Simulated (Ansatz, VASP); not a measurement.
**SrO in VASP and in Ansatz**

Contents of INCAR:

```
SYSTEM = SrO
PREC     = Accurate       ! precision mode
ENCUT    = 520            ! plane-wave cutoff, eV
EDIFF    = 1E-6           ! SCF threshold, eV
ISMEAR   = -1             ! smearing method
SIGMA    = 0.05           ! smearing width, eV
LREAL    = .FALSE.        ! projectors in reciprocal space
LASPH    = .TRUE.         ! aspherical terms in the spheres
NELM     = 60             ! most SCF steps
ALGO     = Normal         ! electronic algorithm
ISIF     = 2              ! what is computed and relaxed
LWAVE    = .FALSE.        ! write WAVECAR
LCHARG   = .FALSE.        ! write CHGCAR
GGA      = PE             ! functional
NBANDS   = 15             ! bands
```

The input KPOINTS:

```
Automatic mesh
0
G
  9 9 9
  0 0 0
```

The input POSCAR:

```
SrO
1.0
    0.0000000000      2.5663000000      2.6689520000
    2.5663000000      0.0000000000      2.6689520000
    2.5663000000      2.5663000000      0.0000000000
Sr O
1 1
Direct
    0.5000000000      0.5000000000      0.5000000000
    0.0000000000      0.0000000000      0.0000000000
```

File input.yaml:

```yaml
crystal:
  lattice:
    - [0.0, 2.5663, 2.668952]
    - [2.5663, 0.0, 2.668952]
    - [2.5663, 2.5663, 0.0]
  atoms:
    - { symbol: Sr, position: [0.5, 0.5, 0.5] }
    - { symbol: O, position: [0.0, 0.0, 0.0] }
hamiltonian:
  xc: pbe
  pseudopotentials: { kind: paw }
kpoints:
  mp_grid: { grid: [9, 9, 9] }
scf:
  occupations: { method: fermi_dirac, width: 0.05 }
output:
  forces: true
  stress: true
  eigenvalues: true
```

Change from the starting cell: strain = 0.04.

Alike in both runs: task single point; functional PBE; k mesh 9 × 9 × 9; occupations fermi-dirac, width 0.05 eV; no spin polarisation.

|  | VASP | Ansatz |
| --- | --- | --- |
| version | VASP 6.6.1 | Ansatz 0.2.0 |
| potentials or method | VASP PAW PBE potentials, release 64 (Sr_sv, O) | Ansatz PAW |
| plane-wave cutoff (eV) | 520 | 420 |
| valence electrons in the cell | 16 | 16 |

Ansatz gave:

| Quantity | Value |
| --- | --- |
| gap on the k mesh at the Fermi level (eV) | 3.31 |
| least direct gap on the mesh (eV) | 3.40 |
| pressure (GPa) | 0.0 |
| largest component of the traceless stress (GPa) | 2.73 |

Estimate VASP's values.

gap on the k mesh at the Fermi level (eV): 3.26; least direct gap on the mesh (eV): 3.37; pressure (GPa): 0.5; largest component of the traceless stress (GPa): 2.89.

Caveats: an odd mesh through Γ misses points on the zone boundary, where band edges often lie (VASP); odd divisions of the mesh miss points on the zone boundary, where band edges often lie, so the gap on the mesh can be too wide (Ansatz); the pressure holds a Pulay correction of +0.4 GPa for the finite cutoff (Ansatz).
